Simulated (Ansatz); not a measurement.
All numbers below come from DFT PBE, scalar-relativistic, plane waves, PAW (Ansatz 0.2.0). All cells share a 420 eV cutoff and Γ-centred k meshes spaced at most about 0.3 Å⁻¹ (about 0.25 or finer for metals, 2π included). No spin polarisation.

All energies are static (0 K, no zero-point motion).

Task: Which of these relaxed structures of ZrSi2 is the lowest in energy?
A.

```xyz
6
Lattice="-1.8199 1.8199 7.8140 1.8199 -1.8199 7.8140 1.8199 1.8199 -7.8140" Properties=species:S:1:pos:R:3 pbc="T T T"
Zr    0.0000    0.0000    0.0000
Zr    0.0000    1.8199    3.9070
Si    0.0000    0.0000    6.5930
Si    1.8199    0.0000    2.6860
Si    1.8199    0.0000    5.1281
Si    0.0000    0.0000    9.0351
```

B.

```xyz
6
Lattice="1.8521 -7.3937 0.0000 1.8521 7.3937 0.0000 0.0000 0.0000 3.6796" Properties=species:S:1:pos:R:3 pbc="T T T"
Zr    1.8521   -5.8360    2.7597
Zr    1.8521    5.8360    0.9199
Si    1.8521    0.7850    0.9199
Si    1.8521   -0.7850    2.7597
Si    1.8521    3.6926    2.7597
Si    1.8521   -3.6926    0.9199
```

C.

```xyz
6
Lattice="-2.0053 3.0384 4.0840 2.0053 -3.0384 4.0840 2.0053 3.0384 -4.0840" Properties=species:S:1:pos:R:3 pbc="T T T"
Zr    2.0053    1.5192   -0.6859
Zr    0.0000    1.5192    4.7699
Si    2.0053    0.3415    2.9058
Si    0.0000    2.6969    1.1783
Si    0.0000    0.3415    1.1783
Si    2.0053    2.6969    2.9058
```

D.

```xyz
3
Lattice="-1.6434 1.6434 4.5867 1.6434 -1.6434 4.5867 1.6434 1.6434 -4.5867" Properties=species:S:1:pos:R:3 pbc="T T T"
Zr    0.0000    0.0000    4.5867
Si    0.0000    0.0000    1.7417
Si    0.0000    0.0000    7.4318
```

Result: B. The next of these, C, lies 197 meV/atom higher. Forms: B Cmcm; C Imma; D MoSi2 (C11b) type, I4/mmm; A ThSi2 type, I4_1/amd. Counting Si atoms around Zr (those within 1.25 times the shortest such distance or 1.15 times the sum of covalent radii; a plus sign parts nearer from farther groups): B has Zr 10; C has Zr 10; D has Zr 10; A has Zr 8+4. B holds Si–Si chains (shortest 2.42 Å); C holds Si–Si chains (shortest 2.36 Å); A holds Si–Si bonds in all directions (shortest 2.34 Å) (bonds between like non-metal atoms; other contacts aren't counted). Origin: A, C and D, invented; B, reached from a cell as deposited in COD, among other starts.

Cells relaxed within their symmetry can be saddle points. Some candidate types were left out of the draw beforehand, so a known form may be missing.
